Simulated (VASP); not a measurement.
Crystal: Al.

```
CELL_PARAMETERS angstrom
0.00000 2.02481 2.02481
2.02481 0.00000 2.02481
2.02481 2.02481 0.00000
ATOMIC_POSITIONS crystal
Al 0.00000 0.00000 0.00000
```

| Quantity | Value |
| --- | --- |
| Program | VASP 6.6.1 |
| Task | relaxation of cell and atoms |
| Functional | revPBE |
| Dispersion | D3(BJ) |
| Potentials or basis | VASP PAW PBE potentials, release 64 (Al) |
| Cutoff | 600 eV |
| k mesh | 11 × 11 × 11 |
| Occupations | fermi-dirac, width 0.05 eV |
| Spin | no spin polarisation |

At the start: pressure -5.9 GPa; volume 16.60 Å³/atom.

**Question.** Where does the relaxation end?

**Answer.** Over 3 steps the energy falls by 23.2 meV/atom and the volume is 15.41 Å³/atom (-7.2 %); space group Fm-3m (No. 225, to 0.05 Å).

The path:
```
step  energy change (eV)  largest force (eV/Å)  pressure (GPa)  volume (Å³)
   1              0.0000                0.0000           -5.87        16.60
   2             -0.0222                0.0000            1.46        15.18
   3             -0.0232                0.0000            0.02        15.41
```

Final structure:
```
Al
1.0
     0.00000    1.97526    1.97526
     1.97526    0.00000    1.97526
     1.97526    1.97526    0.00000
Al
1
Direct
  0.00000 0.00000 0.00000
```

The cell as given is a measured one (16.60 Å³/atom); revPBE+D3(BJ) puts the equilibrium volume -7.2 % from it, thermal expansion not counted.

Caveat: the PAW data sets were made with another functional, which shifts forces and pressure a little; pairwise dispersion overbinds metals, which lowers pressure and volume.
